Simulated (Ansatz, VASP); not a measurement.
**Two plane-wave programs on TiCo**

run.py

```python
from ase.calculators.vasp import Vasp
from ase.dft.bandgap import bandgap
from ase.io import read

atoms = read('TiCo.cif')
atoms.set_initial_magnetic_moments([2.0, 1.0])
calc = Vasp(
    directory='calc',
    xc='pbe',
    pp='PBE',
    setups={'base': 'minimal', 'Co': '_GW', 'Ti': '_sv_GW'},
    prec='Accurate',
    encut=550,
    ediff=1e-06,
    ismear=0,
    sigma=0.1,
    lreal=False,
    lasph=True,
    nelm=150,
    algo='Normal',
    isif=2,
    lwave=False,
    lcharg=False,
    ispin=2,
    lorbit=11,
    lmaxmix=4,
    kpts=[9, 9, 9],
    gamma=True,
    nbands=22,
)
atoms.calc = calc

print('energy (eV):', atoms.get_potential_energy())
print('free energy (eV):', atoms.get_potential_energy(force_consistent=True))
print('forces (eV/A):')
print(atoms.get_forces())
print('stress (eV/A^3, Voigt):', atoms.get_stress())
print('Fermi level (eV):', calc.get_fermi_level())
print('moment (muB):', atoms.get_magnetic_moment())
print('site moments (muB):', atoms.get_magnetic_moments())
gap, top, bottom = bandgap(calc)
print('band gap (eV):', gap, 'from (spin, k, band)', top, 'to', bottom)
```

File TiCo.cif:

```cif
data_TiCo
_cell_length_a 2.98611099
_cell_length_b 2.98611099
_cell_length_c 2.98611099
_cell_angle_alpha 90.00000000
_cell_angle_beta 90.00000000
_cell_angle_gamma 90.00000000
_space_group_name_H-M_alt 'P1'
_space_group_name_Hall 'P 1'
_space_group_IT_number 1
loop_
_space_group_symop_operation_xyz
'x,y,z'
loop_
_atom_site_label
_atom_site_type_symbol
_atom_site_symmetry_multiplicity
_atom_site_Wyckoff_symbol
_atom_site_fract_x
_atom_site_fract_y
_atom_site_fract_z
_atom_site_occupancy
Co1 Co 1 a 0.5000000000 0.5000000000 0.5000000000 1
Ti1 Ti 1 a 0.0000000000 0.0000000000 0.0000000000 1
```

input.yaml

```yaml
crystal:
  lattice:
    - [2.98611099, 0.0, 0.0]
    - [0.0, 2.98611099, 0.0]
    - [0.0, 0.0, 2.98611099]
  atoms:
    - { symbol: Co, position: [0.5, 0.5, 0.5], spin: 2.0 }
    - { symbol: Ti, position: [0.0, 0.0, 0.0], spin: 1.0 }
hamiltonian:
  xc: pbe
  pseudopotentials: { kind: paw }
magnetization:
  spin_polarized: true
kpoints:
  mp_grid: { grid: [9, 9, 9] }
scf:
  occupations: { method: gaussian, width: 0.1 }
output:
  forces: true
  stress: true
  eigenvalues: true
```

The cell comes from a database or a generator and needn't be the stable form of this composition.

Alike in both runs: task single point; functional PBE; k mesh 9 × 9 × 9; occupations gaussian, width 0.1 eV; collinear spin, ferromagnetic start.

|  | VASP | Ansatz |
| --- | --- | --- |
| version | VASP 6.6.1 | Ansatz 0.2.0 |
| potentials or method | VASP PAW PBE potentials, release 64 (Co_GW, Ti_sv_GW) | Ansatz PAW |
| plane-wave cutoff (eV) | 550 | 420 |
| valence electrons in the cell | 21 | 29 |

Ansatz gave:

- gap on the k mesh at the Fermi level (eV): none
- pressure (GPa): -0.6
- net moment per atom (μB): 0.41
- size of the moment on the site where the two differ most (μB): 0.93

Task: Estimate VASP's values.

Result: gap on the k mesh at the Fermi level (eV): none; pressure (GPa): -2.0; net moment per atom (μB): 0.40; size of the moment on the site where the two differ most (μB): 0.88.

Site moments also hang on the region over which each program counts them. A gap of «none» marks a metal or a gap that the smearing closes. The two sets of potentials don't hold the same shells in valence.
